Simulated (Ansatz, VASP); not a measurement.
## Two plane-wave programs on InP (pbe0)

POSCAR

```
InP
1.0
    0.0000000000      2.9795369318      2.9795369318
    2.9795369318      0.0000000000      2.9795369318
    2.9795369318      2.9795369318      0.0000000000
In P
1 1
Direct
    0.0000000000      0.0000000000      0.0000000000
    0.2500000000      0.2500000000      0.2500000000
```

INCAR.step1

```
SYSTEM = InP
PREC = Accurate
ENCUT = 520
EDIFF = 1E-5
ISMEAR = 0
SIGMA = 0.01
LREAL = .FALSE.
LASPH = .TRUE.
NELM = 100
ALGO = Normal
ISIF = 2
LWAVE = .TRUE.
GGA = PE
NBANDS = 16
```

Contents of INCAR.step2:

```
SYSTEM = InP
PREC = Accurate
ENCUT = 520
EDIFF = 1E-7
ISMEAR = 0
SIGMA = 0.01
LREAL = .FALSE.
LASPH = .TRUE.
NELM = 100
ALGO = Normal
ISIF = 2
LWAVE = .FALSE.
LCHARG = .TRUE.
GGA = PE
LHFCALC = .TRUE.
AEXX = 0.25
PRECFOCK = Normal
HFRCUT = -1
LELF = .TRUE.
LVHAR = .TRUE.
ISTART = 1
NBANDS = 16
```

File KPOINTS:

```
regular mesh
0
G
  6 6 6
  0 0 0
```

Input for Ansatz:

```yaml
crystal:
  lattice:
    - [0.0, 2.9795369318, 2.9795369318]
    - [2.9795369318, 0.0, 2.9795369318]
    - [2.9795369318, 2.9795369318, 0.0]
  atoms:
    - { symbol: In, position: [0.0, 0.0, 0.0] }
    - { symbol: P, position: [0.25, 0.25, 0.25] }
basis:
  ecutwfc: 420
kpoints:
  mp_grid: { grid: [6, 6, 6] }
  band_path:
    path:
      - [0.0, 0.0, 0.0]
      - [-0.5, -0.5, 0.0]
      - [-0.375, -0.375, 0.25]
      - [-0.375, 0.0, 0.375]
      - [0.0, 0.0, 0.5]
      - [-0.5, -0.25, 0.25]
    npoints: 1
hamiltonian:
  xc: pbe0
scf:
  occupations: { method: fixed }
  n_extra_bands: 4
output:
  forces: true
  stress: true
  eigenvalues: true
```

Alike in both runs: task single point; functional PBE0; k mesh 6 × 6 × 6; no spin polarisation.

|  | VASP | Ansatz |
| --- | --- | --- |
| version | VASP 6.6.1 | Ansatz 0.2.0 |
| potentials or method | VASP PAW PBE potentials, release 64 (In_d, P) | scalar-relativistic, plane waves, PAW |
| plane-wave cutoff (eV) | 520 | 420 |
| occupations | gaussian, width 0.01 eV | fixed |
| valence electrons in the cell | 18 | 18 |

|  | VASP | Ansatz | Ansatz less VASP |
| --- | --- | --- | --- |
| gap on the k mesh at the Fermi level (eV) | 1.80 | 1.79 | -0.005 |
| least direct gap on the mesh (eV) | 1.80 | 1.79 | -0.005 |
| pressure (GPa) | -2.3 | -2.1 | +0.14 |

Ansatz warned: «stress_exchange_threshold_loose».

Caveats: the PAW data sets were made with another functional, which shifts forces and pressure a little (VASP); spin-orbit coupling is left out, which moves the levels of the heavy elements.
